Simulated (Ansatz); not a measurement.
Runs of Ansatz 0.2.0 on W. Symmetry: Fm-3m, No. 225, cubic system. Conventional cell: a = 4.060 Å, b = 4.060 Å, c = 4.060 Å, α = 90.00°, β = 90.00°, γ = 90.00°. Around W (site symmetry m-3m) lie 12 W at 2.87 Å. This isn't the form of W at room conditions, which is bcc.

```tsv
task	level	spin	cell	k mesh	cutoff (eV)	points for each segment of the path	gap on the mesh (eV)	pressure (GPa)	relaxed volume (Å³/atom)
relaxation of cell and atoms	r2SCAN+D4	off	relaxed	11 × 11 × 11	500	-	none	0.0	16.09
relaxation of cell and atoms	r2SCAN+rVV10	off	relaxed	11 × 11 × 11	500	-	none	0.0	16.06
relaxation of cell and atoms	PBE	off	relaxed	8 × 8 × 8	420	-	none	0.0	(a)
band structure	PBE	SOC, no magnetisation	as given	8 × 8 × 8	420	14	none	(b)	-
band structure	PBE	off	as given	8 × 8 × 8	420	14	none	-4.3	-
```

Alike in all rows: potentials or basis Ansatz PAW; smearing fermi-dirac 0.05 eV.

Problem. Estimate the missing entries.

Solution. (a) 16.47; (b) -4.0.

Caveats: the plane-wave basis is chosen anew once the cell has moved, so the energies of steps on either side of that aren't comparable (some runs); pairwise dispersion overbinds metals, which lowers pressure and volume (some runs); the PAW data sets come from PBE, with cores solved anew for the run's functional, which leaves a small shift of forces and pressure (some runs); spin-orbit coupling is left out, which moves the levels of the heavy elements (some runs).

A k mesh can miss the band edges, and rows without SOC leave out spin-orbit coupling on W.

A gap of «none» marks a metal or a gap under the smearing width.
